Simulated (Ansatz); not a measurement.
**ZnSe: stress in a strained cell**

Aim: deform ZnSe (equal xx and yy strain of -1 %) and compute stress, forces and field gradients with LAPW, PAW and all-electron datasets made for the crystal.

Method: DFT PBE, scalar-relativistic, in Ansatz 0.2.0.

### 1 The structure to begin with

It takes space group F-43m (No. 216, cubic). Conventional cell: a = 5.668 Å, b = 5.668 Å, c = 5.668 Å, α = 90.00°, β = 90.00°, γ = 90.00°. Zn (site symmetry -43m) has 4 Se at 2.45 Å as nearest neighbours. Around Se (site symmetry -43m) lie 4 Zn at 2.45 Å.

Structure file:

```xyz
2
Lattice="0.0000 2.8338 2.8338 2.8338 0.0000 2.8338 2.8338 2.8338 0.0000" Properties=species:S:1:pos:R:3 pbc="T T T"
Zn    0.0000    0.0000    0.0000
Se    4.2507    4.2507    4.2507
```

Atoms are numbered in the order of the input: Zn1, Se2.

### 2 After the deformation

Space group F-43m before, I-4m2 after.

### 3 LAPW, all electrons

input.yaml reads:

```yaml
crystal:
  lattice:
    - [0.0, 2.805462, 2.8338]
    - [2.805462, 0.0, 2.8338]
    - [2.805462, 2.805462, 0.0]
  atoms:
    - { symbol: Zn, position: [0.0, 0.0, 0.0] }
    - { symbol: Se, position: [0.75, 0.75, 0.75] }
kpoints:
  mp_grid: { grid: [8, 8, 8] }
  band_path:
    path:
      - [0.0, 0.0, 0.0]
      - [0.5, 0.0, 0.5]
      - [0.75, 0.25, 0.5]
      - [0.5, 0.5, 0.5]
      - [0.0, 0.0, 0.0]
      - [0.5, 0.5, 0.0]
      - [0.6274875, 0.6274875, 0.254975]
      - [0.3725125, 0.3725125, 0.745025]
      - [0.0, 0.0, 0.0]
    npoints: 5
scf:
  occupations: { method: fermi_dirac, width: 0.03 }
hamiltonian:
  xc: pbe
  pseudopotentials: { kind: all_electron, lapw: { basis_error: 0.001 } }
output:
  forces: true
  stress: true
  eigenvalues: true
```

Launch:

```sh
ansatz run input.yaml --threads 1 --pin off --max-ram 3072MiB --backend cpu --events-out ev --progress --plain --runs-dir out
```

### 4 Frozen-core PAW

input.yaml reads:

```yaml
crystal:
  lattice:
    - [0.0, 2.805462, 2.8338]
    - [2.805462, 0.0, 2.8338]
    - [2.805462, 2.805462, 0.0]
  atoms:
    - { symbol: Zn, position: [0.0, 0.0, 0.0] }
    - { symbol: Se, position: [0.75, 0.75, 0.75] }
kpoints:
  mp_grid: { grid: [8, 8, 8] }
scf:
  occupations: { method: fermi_dirac, width: 0.03 }
hamiltonian:
  xc: pbe
  pseudopotentials: { kind: paw }
output:
  forces: true
  stress: true
  eigenvalues: true
  efg: { contact_densities: true }
```

### 5 All-electron PAW on datasets made for the crystal

input.yaml: that of step 4 with these lines changed.

```diff
@@ -14,3 +14,3 @@
   xc: pbe
-  pseudopotentials: { kind: paw }
+  pseudopotentials: { kind: all_electron, datasets: crystal }
 output:
```

(Steps that only read results are left out.)

**Question.** What will these runs give? Wanted: pressure; largest shear or deviatoric stress.

**Answer**, as computed:

| quantity | value |
| --- | --- |
| pressure | LAPW 3.51, PAW 3.49, crystal datasets 3.51 GPa |
| largest shear or deviatoric stress (LAPW) | 0.23 GPa |

What this shows: The largest part of the stress beyond the pressure is 0.23 GPa in size, in the zz component; the atoms are carried along and not relaxed. No run of the undeformed cell stands beside it, so the pressure holds what the given cell had before the change. PAW: stress within 0.02 GPa of LAPW. Crystal datasets: stress within 0.01 GPa of LAPW.
